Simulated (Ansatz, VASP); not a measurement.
## One calculation of WC, two programs

```xyz
6
Lattice="2.8984 0.0000 0.0000 -1.4492 2.5101 0.0000 0.0000 0.0000 24.0690" Properties=species:S:1:pos:R:3 pbc="T T T"
C     1.4492    0.8367    8.5000
C     1.4492    0.8367   11.3276
C     1.4492    0.8367   14.1789
W     0.0000    0.0000    9.9138
W     0.0000    0.0000   12.7356
W     0.0000    0.0000   15.5302
```

Alike in both runs: functional PBEsol; k mesh 12 × 12 × 1; occupations gaussian, width 0.1 eV; no spin polarisation.

Ansatz relaxed the structure, and its values are those at the end. VASP's run is a single point on that final structure, the one shown.

|  | VASP | Ansatz |
| --- | --- | --- |
| version | VASP 6.6.1 | Ansatz 0.2.0 |
| potentials or method | VASP PAW PBE potentials, release 64 (C, W_sv) | scalar-relativistic, plane waves, PAW |
| plane-wave cutoff (eV) | 520 | 420 |
| valence electrons in the cell | 54 | 54 |

```csv
,VASP,Ansatz,Ansatz less VASP
gap on the k mesh at the Fermi level (eV),none,none,-
rms of the force components (eV/Å),1.823,1.828,+0.0052
```

A gap of «none» marks a metal or a gap that the smearing closes.

Caveats: the PAW data sets were made with another functional, which shifts forces and pressure a little (VASP). Spin-orbit coupling is left out, which matters for the levels of W.
